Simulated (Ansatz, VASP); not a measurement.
**Ge: VASP beside Ansatz**

```
Ge
1.0
     2.71126    0.00000    0.00000
     0.00000    2.71126    0.00000
     0.00000    0.00000    2.71126
Ge
1
Direct
  0.00000 0.00000 0.00000
```

Alike in both runs: functional PBE; k mesh 20 × 20 × 20; occupations gaussian, width 0.1 eV; no spin polarisation.

Ansatz relaxed the structure, and its values are those at the end. VASP's run is a single point on that final structure, the one shown.

|  | VASP | Ansatz |
| --- | --- | --- |
| version | VASP 6.6.1 | Ansatz 0.2.0 |
| potentials or method | VASP PAW PBE potentials, release 64 (Ge_d) | scalar-relativistic, plane waves, PAW |
| plane-wave cutoff (eV) | 520 | 420 |
| valence electrons in the cell | 14 | 14 |

|  | VASP | Ansatz | Ansatz less VASP |
| --- | --- | --- | --- |
| gap on the k mesh at the Fermi level (eV) | none | none | - |
| pressure (GPa) | -0.1 | 0.0 | +0.08 |

A gap of «none» marks a metal or a gap that the smearing closes. With one functional, cell and mesh, what is left measures potentials, basis and numerics.
